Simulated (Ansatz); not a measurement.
# Hf in Ansatz: the effect of functional

Hf:

```xyz
1
Lattice="2.9138 0.0000 0.0000 0.0000 2.9138 0.0000 0.0000 0.0000 2.9138" Properties=species:S:1:pos:R:3 pbc="T T T"
Hf    1.4569    1.4569    1.4569
```

The cell was built by a generator and needn't be a form met in nature.

Alike in all runs:

- Program: Ansatz 0.2.0
- Task: projected density of states
- Potentials or basis: Ansatz PAW
- k mesh: 5 × 5 × 5
- Occupations: fermi-dirac, width 0.05 eV
- Spin: no spin polarisation

```tsv
functional	cutoff	pressure (GPa)
LDA	420 eV (not typed: the program's choice for these potentials)	?
PBEsol	420 eV (not typed: the program's choice for these potentials)	-2.3
r2SCAN	500 eV (not typed: the program's choice for these potentials)	-0.1
HSE06	420 eV (not typed: the program's choice for these potentials)	1.4
PBE0	420 eV (not typed: the program's choice for these potentials)	1.2
r2SCAN0	500 eV (not typed: the program's choice for these potentials)	0.5
```

Problem. What does the run with functional LDA give?

Solution. Pressure -5.5 GPa.

Caveats: all runs use coarse meshes; the PAW data sets come from PBE, with cores solved anew for the run's functional, which leaves a small shift of forces and pressure; the density of states is complete only up to the lowest level of the last band computed; the thresholds are loose for stress (some runs).

Runs at the PBE level aren't shown here.
